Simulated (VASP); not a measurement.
Set up this calculation in VASP 6.6.1, as the native input.

| Item | Value |
| --- | --- |
| Task | relaxation of cell and atoms |
| Functional | PBEsol |
| Potentials or basis | VASP PAW PBE potentials, release 64 (Si) |
| Cutoff | 600 eV |
| k mesh | 9 × 9 × 1 |
| Occupations | gaussian, width 0.03 eV |
| Spin | no spin polarisation |
| Further INCAR settings | ALGO = Normal; EDIFF = 1e-07; IBRION = 2; EDIFFG = -0.005; NSW = 90; ISIF = 3 |

The structure of Si lies in POSCAR:

```
Si                                      
1.0
    3.8481221437     -0.0000000001      0.0000000000
   -1.9240610771      3.3325715363      0.0000000000
    0.0000000000      0.0000000000     18.4440000000
  Si            
     2
Direct
     0.3333333300000021    0.6666666699999979    0.5122757917451041
     0.6666666699999979    0.3333333300000021    0.4877242082548958
```

The cell was built by a generator and needn't be a form met in nature.

One way to write it, as run:

INCAR

```
SYSTEM = Si
PREC = Accurate
ENCUT = 600
EDIFF = 1E-7
ISMEAR = 0
SIGMA = 0.03
LREAL = .FALSE.
LASPH = .TRUE.
NELM = 80
ALGO = Normal
ISIF = 3
LWAVE = .FALSE.
LCHARG = .FALSE.
GGA = PS
IBRION = 2
NSW = 90
EDIFFG = -0.005
LATTICE_CONSTRAINTS = .TRUE. .TRUE. .FALSE.
```

KPOINTS

```
regular mesh
0
G
  9 9 1
  0 0 0
```

Potentials or basis: VASP PAW PBE potentials, release 64 (Si).

Command:

```bash
$ cat potpaw_PBE.64/Si/POTCAR > POTCAR
$ mpirun -np 1 vasp_std > vasp.out
```

Results of the run:

- Band gap on the k mesh: none (metal or under the smearing width)

Caveat: the relaxation stopped at its first step, so nothing moved.

Run time: 59 s on 1 thread of AMD EPYC 7R13 Processor (Zen 3), on a shared host, peak memory 0.34 GiB.
